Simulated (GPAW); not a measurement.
Ge:

```
Ge
1.0
     0.00000    2.82891    2.82891
     2.82891    0.00000    2.82891
     2.82891    2.82891    0.00000
Ge
2
Direct
  0.75000 0.75000 0.75000
  0.50000 0.50000 0.50000
```

```yaml
Program: GPAW 26.7.0
Task: relaxation of cell and atoms
Functional: PBE
Dispersion: D4
Potentials_or_basis: GPAW PAW data sets (gpaw-data 1.2.1)
Cutoff: 600 eV
Basis: pw
k_mesh: 8 × 8 × 8
Occupations: fermi-dirac, width 0.05 eV
Spin: no spin polarisation
```

At the start: pressure 1.6 GPa; volume 22.64 Å³/atom.

Problem. How do energy, volume and symmetry change on relaxing?

Solution. Over 3 steps the energy falls by 2.7 meV/atom and the volume is 23.16 Å³/atom (+2.3 %); space group Fd-3m (No. 227, to 0.05 Å).

The path:
```tsv
step	energy change (eV)	largest force (eV/Å)	pressure (GPa)	volume (Å³)
1	0.0000	0.0000	1.58	45.28
2	-0.0019	0.0000	1.25	45.50
3	-0.0053	0.0000	0.03	46.33
```

Final structure:
```cif
data_structure
_symmetry_space_group_name_H-M 'P 1'
_symmetry_Int_Tables_number 1
_cell_length_a 4.0314
_cell_length_b 4.0314
_cell_length_c 4.0314
_cell_angle_alpha 60.000
_cell_angle_beta 60.000
_cell_angle_gamma 60.000
_cell_volume 46.33
loop_
_atom_site_label
_atom_site_type_symbol
_atom_site_fract_x
_atom_site_fract_y
_atom_site_fract_z
_atom_site_occupancy
Ge1 Ge 0.75000 0.75000 0.75000 1
Ge2 Ge 0.50000 0.50000 0.50000 1
```

The cell as given is a measured one (22.64 Å³/atom); PBE+D4 puts the equilibrium volume +2.3 % from it, thermal expansion not counted.

Caveat: later steps reuse the first step's grids; pairwise dispersion overbinds metals, which lowers pressure and volume.
